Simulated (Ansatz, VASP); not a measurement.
## Ga: VASP beside Ansatz

INCAR

```
PREC = Accurate
ENCUT = 520
EDIFF = 1E-7
ISMEAR = -1
SIGMA = 0.05
LREAL = F
LASPH = T
NELM = 100
ALGO = Fast
ISIF = 2
LWAVE = F
LCHARG = F
GGA = PS
NBANDS = 12
```

File KPOINTS:

```
regular mesh
0
Gamma
  13 13 13
```

Contents of POSCAR:

```
Ga
1.0
   -1.3656883352      1.3656883352      2.2799872528
    1.3656883352     -1.3656883352      2.2799872528
    1.3656883352      1.3656883352     -2.2799872528
Ga
1
Direct
    0.0000000000      0.0000000000      0.0000000000
```

The input input.yaml:

```yaml
crystal:
  lattice:
    - [-1.3656883352, 1.3656883352, 2.2799872528]
    - [1.3656883352, -1.3656883352, 2.2799872528]
    - [1.3656883352, 1.3656883352, -2.2799872528]
  atoms:
    - { symbol: Ga, position: [0.0, 0.0, 0.0] }
kpoints:
  mp_grid: { grid: [13, 13, 13] }
scf:
  occupations: { method: fermi_dirac, width: 0.05 }
hamiltonian:
  xc: pbesol
  pseudopotentials: { kind: all_electron, lapw: { basis_error: 0.001 } }
output:
  forces: true
  stress: true
  eigenvalues: true
```

Change from the starting cell: volume scaled by 0.96.

Alike in both runs: task single point; functional PBEsol; k mesh 13 × 13 × 13; occupations fermi-dirac, width 0.05 eV; no spin polarisation.

```csv
,VASP,Ansatz
version,VASP 6.6.1,Ansatz 0.2.0
potentials or method,"VASP PAW PBE potentials, release 64 (Ga_d)","all-electron LAPW, scalar-relativistic"
plane-wave cutoff (eV),520,see its input
```

Ansatz gave:

```
gap on the k mesh at the Fermi level (eV)       : none
pressure (GPa)                                  : 2.5
largest component of the traceless stress (GPa) : 0.42
```

**Question.** What did VASP give for the same quantities?

**Answer.** gap on the k mesh at the Fermi level (eV): none; pressure (GPa): 2.5; largest component of the traceless stress (GPa): 0.43.

A gap of «none» marks a metal or a gap that the smearing closes. Ansatz ran all-electron here, so the differences hold the error of VASP's frozen core and of both bases.

Caveats: the PAW data sets were made with another functional, which shifts forces and pressure a little (VASP).
